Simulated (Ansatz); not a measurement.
# InSe: the cost of one run

Computed with Ansatz 0.2.0 (DFT PBEsol+D3(BJ), scalar-relativistic, plane waves, PAW, unless a step's input says otherwise).

A COD entry behind a cell of this session may itself be a prediction, so a difference from it is no test against experiment.

1 further run of the same task is left out (set aside as unsound or not needed).

**1. The system as given**

It takes space group R3m (No. 160, trigonal). The conventional cell has a = 3.961 Å, b = 3.961 Å, c = 24.183 Å, α = 90.00°, β = 90.00°, γ = 120.00°. In (site symmetry 3m) has 3 Se at 2.63 Å and 1 In at 2.75 Å in its first shell of neighbours. Around In (site symmetry 3m) lie 3 Se at 2.62 Å and 1 In at 2.75 Å. Around Se (site symmetry 3m) lie 3 In at 2.63 Å. Around Se (site symmetry 3m) lie 3 In at 2.62 Å.

As a file:

```cif
data_structure
_symmetry_space_group_name_H-M 'P 1'
_symmetry_Int_Tables_number 1
_cell_length_a 8.3790
_cell_length_b 8.3790
_cell_length_c 8.3790
_cell_angle_alpha 27.344
_cell_angle_beta 27.344
_cell_angle_gamma 27.344
_cell_volume 109.53
loop_
_atom_site_label
_atom_site_type_symbol
_atom_site_fract_x
_atom_site_fract_y
_atom_site_fract_z
_atom_site_occupancy
In1 In 0.99928 0.99928 0.99928 1
In2 In 0.11295 0.11295 0.11295 1
Se1 Se 0.61263 0.61263 0.61263 1
Se2 Se 0.83283 0.83283 0.83283 1
```

It is the result of an earlier relaxation at this level (volume 27.38 Å³/atom; gap on the mesh: 0.34 eV).

**2. Band edges over the zone**

File input.yaml:

```yaml
crystal:
  lattice:
    - [1.980500437, 1.1434424605, 8.0609292699]
    - [-1.980500437, 1.1434424605, 8.0609292699]
    - [0.0, -2.2868849209, 8.0609292699]
  atoms:
    - { symbol: In, position: [-0.0007160142, -0.0007160142, -0.0007160142] }
    - { symbol: In, position: [0.1129541836, 0.1129541836, 0.1129541836] }
    - { symbol: Se, position: [0.6126324648, 0.6126324648, 0.6126324648] }
    - { symbol: Se, position: [0.8328293658, 0.8328293658, 0.8328293658] }
basis:
  ecutwfc: 420
kpoints:
  mp_grid: { grid: [12, 12, 12] }
  band_path: { path: [VBM, CBM], npoints: 2 }
hamiltonian:
  xc: pbesol
  dispersion: d3bj
scf:
  occupations: { method: gaussian, width: 0.01 }
output:
  forces: true
  stress: true
  eigenvalues: true
checkpoint:
  read: start.run
  write: ck
  compress: false
  write_wavefunctions: false
  write_every: 100000
```

Launch:

```bash
ansatz run input.yaml --threads 1 --pin off --max-ram 2560MiB --backend cpu --events-out ev --progress --plain --runs-dir out
```

Q: Estimate wall time and peak memory on 1 thread of Intel Xeon Platinum 8488C (Sapphire Rapids), shared host.

About 43 s, with a peak of 0.78 GiB.
